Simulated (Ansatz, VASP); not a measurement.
## TiO in VASP and in Ansatz

```
Ti O
1.0
     2.84749    0.00000    0.00000
    -1.42375    2.46600    0.00000
     0.00000    0.00000    2.84106
Ti O
1 1
Direct
  0.66667 0.33333 0.00000
  0.00000 0.00000 0.50000
```

Alike in both runs: functional PBEsol; k mesh 18 × 18 × 16; occupations gaussian, width 0.1 eV; no spin polarisation.

Ansatz relaxed the structure, and its values are those at the end. VASP's run is a single point on that final structure, the one shown.

|  | VASP | Ansatz |
| --- | --- | --- |
| version | VASP 6.6.1 | Ansatz 0.2.0 |
| potentials or method | VASP PAW PBE potentials, release 64 (Ti_sv, O) | scalar-relativistic, plane waves, PAW |
| plane-wave cutoff (eV) | 520 | 420 |
| valence electrons in the cell | 18 | 18 |

```csv
,VASP,Ansatz,Ansatz less VASP
gap on the k mesh at the Fermi level (eV),none,none,-
pressure (GPa),-12.6,-13.2,-0.59
```

A gap of «none» marks a metal or a gap that the smearing closes.

Caveats: the PAW data sets were made with another functional, which shifts forces and pressure a little (VASP); semilocal functionals often make such compounds metallic where correlation or magnetic order opens a gap, which also shifts bond lengths.
